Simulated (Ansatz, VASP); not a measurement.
Tl: VASP beside Ansatz

```
CELL_PARAMETERS angstrom
0.00000 2.52800 2.58966
2.52800 0.00000 2.58966
2.52800 2.52800 0.00000
ATOMIC_POSITIONS crystal
Tl 0.00000 0.00000 0.00000
```

Change from the starting cell: strain +0.025 along x and y, +0.050 along z, atoms carried along.

Alike in both runs: task single point; functional LDA; k mesh 16 × 16 × 16; occupations gaussian, width 0.15 eV; no spin polarisation.

|  | VASP | Ansatz |
| --- | --- | --- |
| version | VASP 6.6.1 | Ansatz 0.2.0 |
| potentials or method | VASP PAW LDA potentials, release 64 (Tl_d) | scalar-relativistic, plane waves, PAW |
| plane-wave cutoff (eV) | 520 | 420 |
| valence electrons in the cell | 13 | 13 |

```csv
,VASP,Ansatz,Ansatz less VASP
gap on the k mesh at the Fermi level (eV),none,none,-
pressure (GPa),-5.1,-5.1,+0.02
largest component of the traceless stress (GPa),0.18,0.18,+0.003
```

A gap of «none» marks a metal or a gap that the smearing closes.

Spin-orbit coupling is left out, which matters for the levels of Tl.
